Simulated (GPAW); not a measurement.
# CdS (Greenockite) (P6_3mc) in GPAW: a series of runs

The runs below take CdS (Greenockite) through band structure, with PBE, MS2.

Everything below comes from runs of GPAW 26.7.0. Logs are shortened: lines on timing, memory, paths and dates and some standing lists are left out, and cuts for length are marked. The log counts tension as positive stress, the text compression.

**Measured values to compare with.**

“Isotope dependence of band-gap energy”, 2008, arxiv:0807.2152 quotes, for a bulk crystal of CdS: band gap 2.5809 ± 0.0002 eV.

How close the calculation comes is told below.

## (1) The crystal as given

The structure is hexagonal, space group P6_3mc (No. 186). The conventional cell has a = 4.150 Å, b = 4.150 Å, c = 6.737 Å, α = 90.00°, β = 90.00°, γ = 120.00°. Cd (site symmetry 3m) has 4 S at 2.53 to 2.54 Å as nearest neighbours. S (site symmetry 3m) has 4 Cd at 2.53 to 2.54 Å as nearest neighbours.

## (2) Band structure, PBE

run.py reads:

```python
from ase.dft.bandgap import bandgap
from ase.io import write
from ase.spacegroup import crystal
from gpaw import GPAW

# Cd 2b
# S 2b
atoms = crystal(['Cd', 'S'],
                basis=[[0.6666666667, 0.3333333333, 0.5],
                       [0.6666666667, 0.3333333333, 0.875]],
                spacegroup=186, setting=1,  # P6_3mc
                cellpar=[4.15, 4.15, 6.737, 90.0, 90.0, 120.0],
                primitive_cell=True)

calc = GPAW(mode='lcao',
            h=0.16,
            basis='sz(dzp)',
            xc='PBE',
            kpts={'size': (5, 5, 3), 'gamma': True},
            occupations={'name': 'fermi-dirac', 'width': 0.05},
            convergence={'density': 1e-05, 'energy': 1e-05},
            maxiter=150,
            txt='gpaw.txt')
atoms.calc = calc
energy = atoms.get_potential_energy()
forces = atoms.get_forces()
calc.write('gs.gpw')
write('result.traj', atoms)
print(f'Energy: {energy:.6f} eV')
print('Forces (eV/A):')
print(forces.round(4))
print('Fermi level:', round(calc.get_fermi_level(), 4), 'eV')
print(f'Gap: {bandgap(calc)[0]:.4f} eV, direct: {bandgap(calc, direct=True)[0]:.4f} eV')

path = atoms.cell.bandpath('GMKGALHA,LM,KH', npoints=80, eps=1e-4)
bs_calc = calc.fixed_density(kpts=path, symmetry='off', txt='bands.txt')
bs = bs_calc.band_structure()
bs.write('bs.json')
print(f'Gap on the path: {bandgap(bs_calc)[0]:.4f} eV')
```

Potentials or basis: GPAW PAW data sets (gpaw-data 1.2.1), lcao:sz(dzp).

The run is started by

```bash
OMP_NUM_THREADS=1 python run.py
```

gpaw.txt:

```text
__  _  _
 | _ |_)|_||  |
 |__||  | ||/\| - 26.7.0

Input parameters:
  mode=LCAO(),
  basis={'default': 'sz(dzp)'},
  convergence={'density': 1e-05, 'energy': 1e-05},
  h=0.16,
  kpts=MonkhorstPack(size=(5, 5, 3), gamma=True),
  maxiter=150,
  occupations=Occupations(name='fermi-dirac', width=0.05),
  xc=XC(name='PBE')

            S

            Cd
        S

        Cd

Atoms  # Å, Bohr magnetons
|   | symbol |         x |        y |        z |    initial magnetic moments |
|---|--------|-----------|----------|----------|-----------------------------|
| 0 |     Cd |  2.075000 | 1.198002 | 3.368500 | ( 0.0000,  0.0000,  0.0000) |
| 1 |     Cd | -0.000000 | 2.396004 | 0.000000 | ( 0.0000,  0.0000,  0.0000) |
| 2 |      S |  2.075000 | 1.198002 | 5.894875 | ( 0.0000,  0.0000,  0.0000) |
| 3 |      S | -0.000000 | 2.396004 | 2.526375 | ( 0.0000,  0.0000,  0.0000) |

Unit cell  # Å
| periodic |         x |        y |        z |  lengths |     angles |
|----------|-----------|----------|----------|----------|------------|
|      yes |  4.150000 | 0.000000 | 0.000000 | 4.150000 |  90.000000 |
|      yes | -2.075000 | 3.594005 | 0.000000 | 4.150000 |  90.000000 |
|      yes |  0.000000 | 0.000000 | 6.737000 | 6.737000 | 120.000000 |

Number of symmetries: 6
Symmetry operations  # r_c * U_cc + t_c -> r_c
|   | kind |            matrix            |
|---|------|------------------------------|
| 0 |  σ   |  1, 1, 0,  0,-1, 0,  0, 0, 1 |
| 1 |  E   |  1, 0, 0,  0, 1, 0,  0, 0, 1 |
| 2 |  C3  |  0, 1, 0, -1,-1, 0,  0, 0, 1 |
| 3 |  σ   |  0,-1, 0, -1, 0, 0,  0, 0, 1 |
| 4 |  σ   | -1, 0, 0,  1, 1, 0,  0, 0, 1 |
| 5 |  C3  | -1,-1, 0,  1, 0, 0,  0, 0, 1 |

BZ-sampling:
  Number of BZ points: 75
  Number of IBZ points: 12

  Monkhorst-Pack size: [5, 5, 3]
  Monkhorst-Pack shift: [0, 0, 0]

K-points  # in reciprocal-cell coordinates
|     |                                coordinates |     weight |
|-----|--------------------------------------------|------------|
|   0 | (  0.00000000,   0.00000000,   0.00000000) | 0.01333333 |
|   1 | (  0.00000000,   0.00000000,   0.33333333) | 0.02666667 |
|   2 | (  0.20000000,   0.00000000,  -0.33333333) | 0.08000000 |
|   3 | (  0.20000000,   0.00000000,   0.00000000) | 0.08000000 |
|   4 | (  0.20000000,   0.00000000,   0.33333333) | 0.08000000 |
|   5 | (  0.40000000,  -0.20000000,   0.00000000) | 0.08000000 |
|   6 | (  0.40000000,  -0.20000000,   0.33333333) | 0.16000000 |
|   7 | (  0.40000000,   0.00000000,  -0.33333333) | 0.08000000 |
|   8 | (  0.40000000,   0.00000000,   0.00000000) | 0.08000000 |
|   9 | (  0.40000000,   0.00000000,   0.33333333) | 0.08000000 |
| ... |                                            |            |
|  11 | (  0.40000000,   0.40000000,   0.33333333) | 0.16000000 |

basis functions: 26
Spin-components: 1 (collinear spins)
Bands:           26
Projectors:      22
Spin-degeneracy: 2
Datatype:        <class 'complex'>

Parallelization:
  kpt:    1
  domain: 1
  band:   1

Density:
  Valence electrons: 36.0
  Components: 1
  Grid points: [24 24 44]
  Charge: 0.0  # |e|

Potential:
  Grid points: [24 24 44]

species:
  Cd:
    name:    Cadmium
[... 157 lines left out ...]
  band:   1

Density:
  Valence electrons: 36.0
  Components: 1
  Grid points: [24 24 44]
  Charge: 0.0  # |e|

Potential:
  Grid points: [24 24 44]

species:
  Cd:
    name:    Cadmium
    Z:       48.0
    valence: 12
    core:    36
    charge:  0.0  # [|e|]
    compensation charges:
      type: gauss
      rc: 0.38  # [Å]
      lmax: 2
    cutoffs:
      filter: 2.12  # [Å]
      core: 2.62  # [Å]
    projectors
    | kind |    occ | energy [eV] | rcut [Å] |
    |------|--------|-------------|----------|
    |   5s |  2.000 |      -5.655 |    1.191 |
    |   5p |  0.000 |      -1.186 |    1.228 |
    |   4d | 10.000 |     -11.739 |    1.164 |
    |    s |        |      21.556 |    1.191 |
    |    p |        |      26.026 |    1.228 |
    |    d |        |      15.473 |    1.164 |

    LCAO basis set for Cd:
      Name: sz(dzp)
      File: <dir>
      Number of radial functions: 3
      Number of spherical harmonics: 9
        l=0, rc=8.5781 Bohr: 5s-sz confined orbital
        l=1, rc=12.6406 Bohr: 5p-sz confined orbital
        l=2, rc=4.9062 Bohr: 4d-sz confined orbital
      Number of RI-basis functions 0

  S:
    name:    Sulfur
    Z:       16.0
    valence: 6
    core:    10
    charge:  0.0  # [|e|]
    compensation charges:
      type: gauss
      rc: 0.24  # [Å]
      lmax: 2
    cutoffs:
      filter: 1.77  # [Å]
      core: 1.66  # [Å]
    projectors
    | kind |    occ | energy [eV] | rcut [Å] |
    |------|--------|-------------|----------|
    |   3s |  2.000 |     -17.254 |    0.974 |
    |   3p |  4.000 |      -7.008 |    0.979 |
    |    s |        |       9.957 |    0.974 |
    |    p |        |      20.203 |    0.979 |
    |    d |        |       0.000 |    0.900 |

    LCAO basis set for S:
      Name: sz(dzp)
      File: <dir>
      Number of radial functions: 2
      Number of spherical harmonics: 4
        l=0, rc=5.5156 Bohr: 3s-sz confined orbital
        l=1, rc=6.9375 Bohr: 3p-sz confined orbital
      Number of RI-basis functions 0

Reference energy: -326061.476468  # eV

eigensolver:
  <gpaw.new.lcao.eigensolver.LCAOEigensolver object>
density mixing:
  MSR1-Mixer
  Pratt-step length: 0.05
  Maximum mixing coefficient: 0.75
  Old densities: 10
  SVD Regularization: 0.005
  Good broyden scale: 1.0
  Trust region scale: 1.0
  Backstep threshold: 4.0
  History deletion threshold: 6.0
  Fourier metric: weight=20.0, sigma=0.015

occupation numbers:
  Fermi-Dirac:
    width: 0.0500  # eV

FastPoissonSolver using
    Stencil: 8*3+1=25 point O(h^6) finite-difference Laplacian
    FFT axes: [np.int64(0), np.int64(1), np.int64(2)]
    FST axes: []

xc functional:
  name: PBE with 2 nearest neighbor stencil
interpolation: tri-quintic # 5. degree polynomial

convergence criteria:
[... 6 lines left out ...]
|iter     | |      energy | eigst |  dens |
|---------|-|-------------|-------|-------|
|iter:   1| |  -10.519000 |      c|       |
|iter:   2| |  -10.471727 |      c| -1.25 |
|iter:   3| |  -10.263857 |      c| -1.28 |
|iter:   4| |  -10.261298 |      c| -1.92 |
|iter:   5| |  -10.260971 |      c| -2.45 |
|iter:   6| |  -10.260968c|      c| -3.96 |
|iter:   7| |  -10.260967c|      c| -4.46 |
|iter:   8| |  -10.260967c|      c| -5.67c|

Converged in 8 steps
Energy contributions relative to reference atoms: (reference = -326061.476468)

Energy contributions:
  Kinetic:          79.764975
  Coulomb:         -70.110841
  Zero:              0.109515
  External:          0.000000
  Xc:              -20.024616
  Entropy:          -0.000000
  Spinorbit:         0.000000
  ----------------------------
  Free energy:     -10.260968
  Extrapolated:    -10.260967

dipole moment: (0.000000, -0.000000, -18.711955)  # |e|*Ang

Fermi level: 4.156
Eigenvalues  # (at kpt = [0.000, 0.000, 0.000])
| band index |      eig [eV] | occ [0-2] |
|------------|---------------|-----------|
|          0 |        -8.868 |     2.000 |
|        ... |               |           |
|         10 |        -3.156 |     2.000 |
|         11 |        -2.847 |     2.000 |
|         12 |        -0.838 |     2.000 |
|         13 |         2.760 |     2.000 |
|         14 |         2.761 |     2.000 |
|         15 |         3.481 |     2.000 |
[... 8 lines left out ...]
|         24 |        12.903 |     0.000 |
|         25 |        12.903 |     0.000 |

Gap: 1.202 eV
Transition (v -> c):
  (s=0, k=0, n=17, [0.00, 0.00, 0.00]) -> (s=0, k=0, n=18, [0.00, 0.00, 0.00])
No difference between direct/indirect transitions

Forces  # eV/Ang
|        x |        y |        z |
|----------|----------|----------|
|  0.00000 |  0.00000 | -0.08089 |  # Cd   0
| -0.00000 | -0.00000 | -0.08089 |  # Cd   1
| -0.00000 |  0.00000 |  0.08170 |  # S    2
|  0.00000 |  0.00000 |  0.08170 |  # S    3

# Writing to gs.gpw (mode='')
```

stdout:

```text
Energy: -10.260967 eV
Forces (eV/A):
[[ 0.      0.     -0.0809]
 [-0.     -0.     -0.0809]
 [-0.      0.      0.0817]
 [ 0.      0.      0.0817]]
Fermi level: 4.1557 eV
Gap: 1.2015 eV, direct: 1.2015 eV
Gap on the path: 1.2015 eV
```

It took 49 s on 1 thread of Intel Xeon Platinum 8488C (Sapphire Rapids), shared host; peak memory 0.27 GiB.

The run converged, but some of its settings lie outside the range that counts as converged, so its numbers aren't taken as properties of the crystal.

What came out:

```yaml
Free_energy: -10.2610 eV
Largest_force: 0.082 eV/Å
Band_gap_on_the_k_mesh: 1.20 eV, direct
Band_gap_along_the_path: 1.20 eV, direct
```

Caveat: the real-space grid adds noise to forces; the basis of atomic orbitals isn't converged, which shifts pressures, moduli and gaps.

## (3) Band structure, MS2, spin-orbit coupling, no magnetisation

run.py reads:

```python
import numpy as np
from ase.dft.bandgap import bandgap
from ase.io import read, write
from ase.units import GPa
from gpaw import GPAW, PW
from gpaw.spinorbit import soc_eigenstates

atoms = read('CdS.xyz')

calc = GPAW(mode=PW(600),
            xc='MGGA_X_MS2+GGA_C_REGTPSS',
            kpts={'size': (5, 5, 3), 'gamma': True},
            occupations={'name': 'fermi-dirac', 'width': 0.05},
            nbands=31,
            convergence={'density': 1e-05, 'energy': 1e-05},
            maxiter=150,
            txt='gpaw.txt')
atoms.calc = calc
energy = atoms.get_potential_energy()
forces = atoms.get_forces()
stress = atoms.get_stress()
calc.write('gs.gpw')
write('result.traj', atoms)
print(f'Energy: {energy:.6f} eV')
print('Forces (eV/A):')
print(forces.round(4))
print('Stress (GPa):', (stress / GPa).round(3))
print('Fermi level:', round(calc.get_fermi_level(), 4), 'eV')
print(f'Gap: {bandgap(calc)[0]:.4f} eV, direct: {bandgap(calc, direct=True)[0]:.4f} eV')

path = atoms.cell.bandpath('GMKGALHA,LM,KH', npoints=80, eps=1e-4)
bs_calc = calc.fixed_density(kpts=path, symmetry='off', nbands=51,
                             convergence={'bands': 'CBM+6.0', 'eigenstates': 1e-6}, txt='bands.txt')
bs = bs_calc.band_structure()
bs.write('bs.json')
print(f'Gap on the path: {bandgap(bs_calc)[0]:.4f} eV')

soc = soc_eigenstates(bs_calc, theta=90, phi=45, ignore_xc_potential=True)
np.savetxt('soc_bands.dat', soc.eigenvalues(), fmt='%.4f')
mesh = soc_eigenstates('gs.gpw', theta=90, phi=45, ignore_xc_potential=True)
np.savetxt('soc_mesh.dat', mesh.eigenvalues(), fmt='%.4f')
print('Fermi level with spin-orbit coupling:', round(mesh.fermi_level, 4), 'eV')
```

CdS.xyz reads:

```xyz
4
Lattice="4.1500000000 0.0000000000 0.0000000000 -2.0750000000 3.5940054257 0.0000000000 0.0000000000 0.0000000000 6.7370000000" Properties=species:S:1:pos:R:3 pbc="T T T"
Cd     2.0750000002      1.1980018084      3.3685000000
Cd    -0.0000000002      2.3960036173      0.0000000000
S      2.0750000002      1.1980018084      5.8948750000
S     -0.0000000002      2.3960036173      2.5263750000
```

Potentials or basis: GPAW PAW data sets (gpaw-data 1.2.1), pw.

The run is started by

```bash
OMP_NUM_THREADS=1 python run.py
```

Run time: 4.7 min. Hardware: 1 thread of Intel Xeon Platinum 8488C (Sapphire Rapids), shared host; peak memory 0.66 GiB.

The run converged. Its results:

- Free energy: -11.0030 eV
- Pressure: 0.5 GPa
- Largest force: 0.070 eV/Å
- Band gap on the k mesh: 1.50 eV, direct
- Band gap along the path: 1.50 eV, direct

Forces on the atoms (eV/Å):
```
Cd   0.000  0.000 -0.070
Cd   0.000  0.000 -0.070
S    0.000  0.000  0.069
S    0.000  0.000  0.068
```

Stress tensor (GPa, compression positive):
```
0.30 0.00 0.00
0.00 0.30 0.00
0.00 0.00 0.85
```

Levels at the corners of the path, in eV from the valence-band top:
```
point  band 33  band 34  band 35  band 36  band 37  band 38  band 39  band 40
    Γ    -0.01    -0.01     0.00     0.00     1.50     1.50     3.15     3.15
    M    -1.31    -1.31    -0.76    -0.76     4.06     4.06     4.19     4.19
    K    -1.86    -1.83    -1.63    -1.63     4.82     4.82     5.45     5.48
    Γ    -0.01    -0.01     0.00     0.00     1.50     1.50     3.15     3.15
    A    -0.40    -0.40    -0.40    -0.40     3.16     3.16     3.16     3.16
    L    -1.33    -1.33    -1.33    -1.33     3.78     3.78     3.78     3.78
    H    -1.15    -1.15    -1.14    -1.14     4.75     4.75     4.79     4.79
    A    -0.40    -0.40    -0.40    -0.40     3.16     3.16     3.16     3.16
    L    -1.33    -1.33    -1.33    -1.33     3.78     3.78     3.78     3.78
    M    -1.31    -1.31    -0.76    -0.76     4.06     4.06     4.19     4.19
    K    -1.86    -1.83    -1.63    -1.63     4.82     4.82     5.45     5.48
    H    -1.15    -1.15    -1.14    -1.14     4.75     4.75     4.79     4.79
```

Caveat: spin-orbit coupling was added after a scalar SCF, so levels and gaps hold it while energy, forces, pressure and moments don't; this program's spin-orbit splittings come out too wide for heavy elements; the PAW data sets were made with another functional, which shifts forces and pressure a little.

## (4) Comparison with measurements

Step 3. Measured gap of CdS: 2.5809 eV (quoted in “Isotope dependence of band-gap energy”, 2008, arxiv:0807.2152). This calculation gives 1.50 eV (-1.08 eV). The value is that of MS2, without temperature or zero-point motion.
